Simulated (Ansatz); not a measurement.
## Strain and the gap of LiCl (P6_3mc)

A 4-atom cell of LiCl (P6_3mc) from a materials database, relaxed with r2SCAN in Ansatz 0.2.0. It is hexagonal, P6_3mc (No. 186); conventional cell a = 3.894 Å, c = 6.226 Å, 20.44 Å³ an atom. Li is surrounded by 4 Cl at 2.37 Å; Cl is surrounded by 4 Li at 2.37 Å.

The axes x, y and z are those of this cell:
```xyz
4
Lattice="3.8937 0.0000 0.0000 -1.9469 3.3721 0.0000 0.0000 0.0000 6.2259" Properties=species:S:1:pos:R:3 pbc="T T T"
Li    1.9469    1.1240    5.4668
Li    0.0000    2.2481    2.3539
Cl    1.9469    1.1240    3.0938
Cl    0.0000    2.2481    6.2067
```

Unstrained: PBE gives a direct gap of 6.021 eV at Γ. With r2SCAN the gap is 6.685 eV and direct, at Γ. HSE06 gives a direct gap of 7.354 eV at Γ. Meshes: PBE 12×12×4, r2SCAN 12×12×4, HSE06 6×6×4. Strains are changes of length per length, and xy shears are angles. After each strain the atoms were relaxed again with r2SCAN within the symmetry that the strain leaves, so tilts or polar shifts that break it weren't tested; points keep the names that they have in the unstrained zone. No spin polarisation and no zero-point or thermal motion.

Changes of the least gap in eV (an overlap counts as a negative gap):
```tsv
strain	volume change (%)	space group	PBE	r2SCAN	HSE06	energy rise, r2SCAN (meV/atom)
uniaxial +5.25 % along x	+5.2	Cmc2_1	-0.233	-0.245	-0.248	6.2
xy shear, engineering strain (angle) -3.7 %	0.0	P2_1	-0.001	-0.001	-0.002	0.8
epitaxial +5.21 % in the xy plane, free normal strain -6.24 %	+3.8	P6_3mc	-0.401	-0.418	-0.426	11.8
isotropic +5.4 % on every length	+17.1	P6_3mc	-0.501	-0.527	-0.536	36.8
```

Uniaxial +5.25 % along x, other directions held. HSE06: the gap goes from 7.354 to 7.106 eV (-0.248 eV). Stress change with r2SCAN, compression positive: xx -1.81, yy -1.00, zz -0.90 GPa.

Xy shear, engineering strain (angle) -3.7 %. HSE06: the gap goes from 7.354 to 7.352 eV (-0.002 eV). Stress change with r2SCAN, compression positive: xx -0.02, yy +0.03, zz -0.02, xy +0.32 GPa.

Epitaxial +5.21 % in the xy plane, free normal strain -6.24 %. HSE06: the gap goes from 7.354 to 6.928 eV (-0.426 eV). Stress change with r2SCAN, compression positive: xx -1.60, yy -1.60, zz -0.04 GPa.

Isotropic +5.4 % on every length. HSE06: the gap goes from 7.354 to 6.818 eV (-0.536 eV). Stress change with r2SCAN, compression positive: xx -2.98, yy -2.98, zz -2.94 GPa. For HSE06, dE_g/d ln V = -3.4 eV over this step.

The meshes of the hybrids are coarse, so their gaps aren't converged to the digits shown.
